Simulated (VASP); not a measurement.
Results of a VASP single-point calculation on MgO (strained wurtzite)

POSCAR

```
Mg O
 1.0000000000000000
     3.2882172281021651   -0.0000000000288675    0.0000000000000000
    -1.6441086140260825    2.8476796527125590    0.0000000000000000
     0.0000000000000000    0.0000000000000000    4.8833352865000004
 Mg  O
   2   2
Cartesian
  0.0000000000166668  1.8984531017987503 -0.0739727679191212
  1.6441086140594161  0.9492265508849416  2.3676948753308795
  0.0000000000166668  1.8984531017987503  1.9052235003566216
  1.6441086140594161  0.9492265508849416  4.3468911436066229
```

```json
{
  "gap between bands v and c": "3.58 eV",
  "least direct gap": "3.58 eV",
  "largest force": "0.02 eV/Å"
}
```

Band v is the last that the valence electrons fill when counted band by band, and c is the next. Levels in eV from the top of v:

| point | v−1 | v | c | c+1 |
| --- | --- | --- | --- | --- |
| Γ | -0.53 | 0.00 | 3.58 | 8.73 |
| M | -0.90 | -0.58 | 7.80 | 8.25 |
| K | -1.30 | -1.30 | 8.30 | 8.44 |
| A | -0.72 | -0.72 | 6.16 | 6.16 |
| L | -0.77 | -0.77 | 7.46 | 7.46 |
| H | -0.42 | -0.42 | 8.53 | 8.53 |

Which of these levels of theory gave these results?
A. PBEsol
B. r²SCAN
C. PBE with spin–orbit coupling
D. PBE0
E. HSE06
F. PBE
G. LDA

F.

The INCAR was:

```
ENCUT = 520
LWAVE = .FALSE.
LASPH = .TRUE.
LCHARG = .TRUE.
GGA = PE
NSW = 0
IBRION = -1
ISMEAR = -1
NBANDS = 16
NELM = 120
LREAL = .FALSE.
SIGMA = 0.02
EDIFF = 1E-7
ISIF = 2
LELF = .TRUE.
PREC = Accurate
```
